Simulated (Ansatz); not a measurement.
Runs of Ansatz 0.2.0 on InSe. Symmetry: P-6m2, No. 187, hexagonal system. The conventional cell has a = 4.047 Å, b = 4.047 Å, c = 18.052 Å, α = 90.00°, β = 90.00°, γ = 120.00°. Around In (site symmetry 3m) lie 3 Se at 2.65 Å and 1 In at 2.79 Å. In (site symmetry 3m) has 3 Se at 2.65 Å and 1 In at 2.79 Å as nearest neighbours. Se (site symmetry 3m) is surrounded by 3 In at 2.65 Å. Se (site symmetry 3m) has 3 In at 2.65 Å as nearest neighbours. Measurements of this composition are mostly on another form, of space group No. 160.

```tsv
level	gap on the mesh (eV)	pressure (GPa)	largest force (eV/Å)
PBEsol	0.64	-0.8	0.06
BLYP	0.65	(a)	0.44
revPBE	0.84	(b)	0.31
RPBE	0.87	3.0	0.34
PBE	0.73	1.4	0.24
LDA	0.50	-2.3	0.15
```

Alike in all rows: task band structure; potentials or basis Ansatz PAW; no spin polarisation; cell as given; k mesh 6 × 6 × 2; cutoff (eV) 420; smearing fermi-dirac 0.05 eV.

Task: Fill in the values left out.

Result: (a) 3.9; (b) 2.6.

Caveats: spin-orbit coupling is left out, which moves the levels of the heavy elements; this functional lacks dispersion, which binds the layers, so the pressure and a relaxed spacing across them are unreliable (some runs); the PAW data sets come from PBE, with cores solved anew for the run's functional, which leaves a small shift of forces and pressure (some runs).

A k mesh can miss the band edges, and the runs leave out spin-orbit coupling on In, Se.
